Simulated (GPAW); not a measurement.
Write an ASE script for GPAW 26.7.0 that does the following.

| Property | Result |
| --- | --- |
| Task | dielectric tensor |
| Functional | PBE |
| Potentials or basis | GPAW PAW data sets (gpaw-data 1.2.1) |
| Cutoff | 450 eV |
| Basis | pw |
| k mesh | 7 × 7 × 4 |
| Occupations | fermi-dirac, width 0.001 eV |
| Spin | no spin polarisation |
| Response ecut | 80 eV |
| Maxiter | 150 |
| Response k mesh | 11 × 11 × 6 |
| Response bands | 48 |
| Kernels | ["RPA"] |
| Coarser k mesh | 11 × 11 × 6 |

Si:

```
CELL_PARAMETERS angstrom
3.90646 0.00000 0.00000
-1.95323 3.38309 0.00000
0.00000 0.00000 6.45682
ATOMIC_POSITIONS crystal
Si 0.66667 0.33333 0.93699
Si 0.33333 0.66667 0.43699
Si 0.66667 0.33333 0.56301
Si 0.33333 0.66667 0.06301
```

This isn't the form of Si at room conditions, which is diamond.

The input as run:

run.py

```python
import numpy as np
from ase import Atoms
from ase.dft.bandgap import bandgap
from ase.io import write
from gpaw import GPAW, PW
from gpaw.response.df import DielectricFunction

atoms = Atoms(['Si', 'Si', 'Si', 'Si'],
              cell=[[3.9064604095, 0.0, 0.0],
                    [-1.9532302048, 3.3830939535, 0.0],
                    [0.0, 0.0, 6.456822591]],
              scaled_positions=[[0.6666666667, 0.3333333333, 0.9369905],
                                [0.3333333333, 0.6666666667, 0.4369905],
                                [0.6666666667, 0.3333333333, 0.5630095],
                                [0.3333333333, 0.6666666667, 0.0630095]],
              pbc=True)

calc = GPAW(mode=PW(450),
            xc='PBE',
            kpts={'size': (7, 7, 4), 'gamma': True},
            occupations={'name': 'fermi-dirac', 'width': 0.001},
            nbands=18,
            convergence={'density': 1e-06},
            maxiter=150,
            txt='gpaw.txt')
atoms.calc = calc
energy = atoms.get_potential_energy()
calc.write('gs.gpw')
write('result.traj', atoms)
print(f'Energy: {energy:.6f} eV')
print('Fermi level:', round(calc.get_fermi_level(), 4), 'eV')
print(f'Gap: {bandgap(calc)[0]:.4f} eV, direct: {bandgap(calc, direct=True)[0]:.4f} eV')

for size in [(11, 11, 6)]:
    name = 'x'.join(str(n) for n in size)
    dense = calc.fixed_density(kpts={'size': size, 'gamma': True},
                               nbands=54, convergence={'bands': 48, 'eigenstates': 1e-7},
                               update_fermi_level=True, txt=f'dense-{name}.txt')
    dense.write(f'{name}.gpw', mode='all')
    df = DielectricFunction(f'{name}.gpw', frequencies=np.array([0.0]), hilbert=False, eta=0.001,
                            ecut=80, nbands=48, intraband=False, txt=f'df-{name}.txt')
    for xc in ['RPA']:
        for direction in ['x', 'y', 'z', [0, 1, 1], [1, 0, 1], [1, 1, 0]]:
            e0, e = df.get_macroscopic_dielectric_constant(xc=xc, direction=direction)
            print(f'{name} {xc} {direction}: {e0:.4f} without, {e:.4f} with local fields')
```

Potentials or basis: GPAW PAW data sets (gpaw-data 1.2.1), pw.

The run is started by

```bash
$ OMP_NUM_THREADS=1 python run.py
```

It gave:

```json
{"Band gap on the k mesh": "0.59 eV, indirect (least direct gap 0.88 eV)", "Electronic dielectric tensor (diagonal)": "12.02, 12.02, 12.84"}
```

Caveat: the gap is small at this level, which inflates the dielectric constant; the long-wavelength limit can be off by a per cent or two; an odd mesh through Γ misses points on the zone boundary, where band edges often lie.

It took 3 min on 1 thread of Arm Neoverse V1 (shared host), peak memory 0.41 GiB.
